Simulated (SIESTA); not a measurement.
Here is a SIESTA 5.4.2 calculation.

File run.py:

```python
from ase.io import read
from ase.calculators.siesta import Siesta
from ase.units import Ry, GPa

atoms = read("BeS.cif")

fdf = {
    'SCFMustConverge': False,
    'OccupationFunction': 'FD',
    'ElectronicTemperature': '0.05 eV',
    'MaxSCFIterations': '120',
    'SCF.Mixer.Method': 'Pulay',
    'SCF.Mixer.Weight': '0.25',
    'SCF.Mixer.History': '8',
    'SCF.DM.Tolerance': '5.0e-05',
    'SCF.H.Tolerance': '1.0e-03 eV',
    'WriteForces': 'true',
    'Charge.Mulliken': 'end',
    'BandLinesScale': 'ReciprocalLatticeVectors',
    'BandLines': ['  1    0.000000   0.000000   0.000000  \\Gamma', '  9    0.000000   0.500000   0.000000  X', '  9    0.500000   0.500000   0.000000  M', ' 13    0.000000   0.000000   0.000000  \\Gamma', '  6    0.000000   0.000000   0.500000  Z', '  9    0.000000   0.500000   0.500000  R', '  9    0.500000   0.500000   0.500000  A', ' 13    0.000000   0.000000   0.500000  Z', '  1    0.000000   0.500000   0.000000  X', '  6    0.000000   0.500000   0.500000  R', '  1    0.500000   0.500000   0.000000  M', '  6    0.500000   0.500000   0.500000  A'],
    'PAO.PolarizationScheme': ['Be.2 non-perturbative'],
    'PAO.Basis': ['Be.2 3', 'n=1 0 2', '  2.105 0.000', 'n=2 0 2', '  8.861 0.000', 'n=2 1 1', '  8.861'],
}
calc = Siesta(
    label="BeS",
    command="siesta < PREFIX.fdf > PREFIX.out",
    pseudo_path="pseudos",
    pseudo_qualifier="",
    xc=('GGA', 'PBE'),
    basis_set="DZP",
    mesh_cutoff=800 * Ry,
    energy_shift=0.003 * Ry,
    kpts=[8, 8, 6],
    spin="non-polarized",
    fdf_arguments=fdf,
)
atoms.calc = calc

print(f"energy = {atoms.get_potential_energy():.6f} eV")
free = atoms.get_potential_energy(force_consistent=True)
print(f"free energy = {free:.6f} eV")
print("forces (eV/A):")
print(atoms.get_forces(apply_constraint=False).round(6))
print("stress (GPa, Voigt order, tension positive):", (atoms.get_stress() / GPa).round(4))
```

File BeS.cif:

```cif
data_BeS
_cell_length_a 3.42946789
_cell_length_b 3.42946789
_cell_length_c 4.80150000
_cell_angle_alpha 90.00000000
_cell_angle_beta 90.00000000
_cell_angle_gamma 90.00000000
_space_group_name_H-M_alt 'I-4m2'
_space_group_name_Hall 'I -4 -2'
_space_group_IT_number 119
loop_
_space_group_symop_operation_xyz
'x,y,z'
'y,-x,-z'
'-x,-y,z'
'-y,x,-z'
'-x,y,z'
'-y,-x,-z'
'x,-y,z'
'y,x,-z'
'x+1/2,y+1/2,z+1/2'
'y+1/2,-x+1/2,-z+1/2'
'-x+1/2,-y+1/2,z+1/2'
'-y+1/2,x+1/2,-z+1/2'
'-x+1/2,y+1/2,z+1/2'
'-y+1/2,-x+1/2,-z+1/2'
'x+1/2,-y+1/2,z+1/2'
'y+1/2,x+1/2,-z+1/2'
loop_
_atom_site_label
_atom_site_type_symbol
_atom_site_symmetry_multiplicity
_atom_site_Wyckoff_symbol
_atom_site_fract_x
_atom_site_fract_y
_atom_site_fract_z
_atom_site_occupancy
S1 S 2 d 0.5000000000 0.0000000000 0.2500000000 1
Be1 Be 2 a 0.0000000000 0.0000000000 0.0000000000 1
```

Potentials or basis: PseudoDojo 0.4 standard (PBE files), DZP (energy shift 0.003 Ry; two zetas on semicore shells).

Launch:

```bash
$ python run.py
```

Predict the band gap on the k mesh.

2.94 eV.

What does it give for the band gap along the path?

2.94 eV.

Estimate the pressure.

3.1 GPa.

Levels at the corners of the path, in eV from the valence-band top:
| point | band 7 | band 8 | band 9 | band 10 | band 11 | band 12 | band 13 | band 14 |
| --- | --- | --- | --- | --- | --- | --- | --- | --- |
| Γ | -2.87 | -0.06 | -0.06 | 0.00 | 2.94 | 5.04 | 5.43 | 5.46 |
| X | -3.20 | -3.20 | -1.25 | -1.25 | 5.94 | 5.94 | 7.78 | 7.78 |
| M | -2.80 | -2.80 | -2.79 | -2.79 | 3.02 | 3.02 | 5.13 | 5.13 |
| Γ | -2.87 | -0.06 | -0.06 | 0.00 | 2.94 | 5.04 | 5.43 | 5.46 |
| Z | -1.79 | -1.79 | -1.79 | -1.79 | 4.41 | 4.41 | 7.43 | 7.43 |
| R | -1.17 | -1.17 | -1.07 | -1.07 | 5.83 | 5.83 | 6.46 | 6.46 |
| A | -4.00 | -4.00 | -3.51 | -3.51 | 7.04 | 7.04 | 8.38 | 8.38 |
| Z | -1.79 | -1.79 | -1.79 | -1.79 | 4.41 | 4.41 | 7.43 | 7.43 |
| X | -3.20 | -3.20 | -1.25 | -1.25 | 5.94 | 5.94 | 7.78 | 7.78 |
| R | -1.17 | -1.17 | -1.07 | -1.07 | 5.83 | 5.83 | 6.46 | 6.46 |
| M | -2.80 | -2.80 | -2.79 | -2.79 | 3.02 | 3.02 | 5.13 | 5.13 |
| A | -4.00 | -4.00 | -3.51 | -3.51 | 7.04 | 7.04 | 8.38 | 8.38 |

Caveat: short orbitals over semicore shells can move pressures by several GPa; the basis of atomic orbitals isn't converged, which shifts pressures, moduli and gaps.
